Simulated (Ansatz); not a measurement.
**NaCl: excitons and shallow donors from band masses and screening**

These are results of DFT PBE, scalar-relativistic, plane waves, PAW (Ansatz), not measurements.

Settings: cutoff 420 eV, Γ-centred mesh 6×6×6 on the computed 2-atom cell, Gaussian smearing of 0.02 eV; no spin polarisation.

Relaxed cell: Pm-3m, a = 3.505 Å, b = 3.505 Å, c = 3.505 Å, α = 90.00°, β = 90.00°, γ = 90.00°, 2 atoms in the primitive cell. This CsCl-type form isn't the usual stable structure of the compound.

The calculation gives a Kohn–Sham gap of 3.97 eV, an electron mass of 0.37 mₑ and a hole mass of 1.31 mₑ (harmonic means over x, y, z and over the bands degenerate at each edge), and ε∞ = 2.98 (independent particles, mean of the diagonal). The masses depend on direction at the band edges, which the isotropic model averages.

Task: Estimate the binding energy and radius of a Wannier–Mott exciton and of a shallow donor, and say whether the hydrogenic model can hold.

Result: The reduced mass is μ = mₙmₕ/(mₙ + mₕ) = 0.288 mₑ, with mₙ and mₕ the band masses. With E_b = 13.606 eV × μ/ε² and a = 0.529 Å × ε/μ (μ in mₑ) the exciton has E_b = 440 meV and a = 5.5 Å. For a donor μ is the electron mass: 565 meV and 4.3 Å. The radius isn't large against the shortest lattice vector (3.51 Å), so the continuum picture is doubtful and the numbers are only a scale. In a polar crystal the ions screen too, so a state bound more weakly than an optical phonon feels the larger static constant, which lowers the energy and widens the orbit. The other way, the small Kohn–Sham gap and the missing local fields make ε∞ too large and the masses tend to be too light, which underbinds. The edges lie at different points of the zone, so the exciton is indirect.

Cost: 4 runs of about 0.27 core-minutes in all, on Arm Neoverse V2 (shared hosts).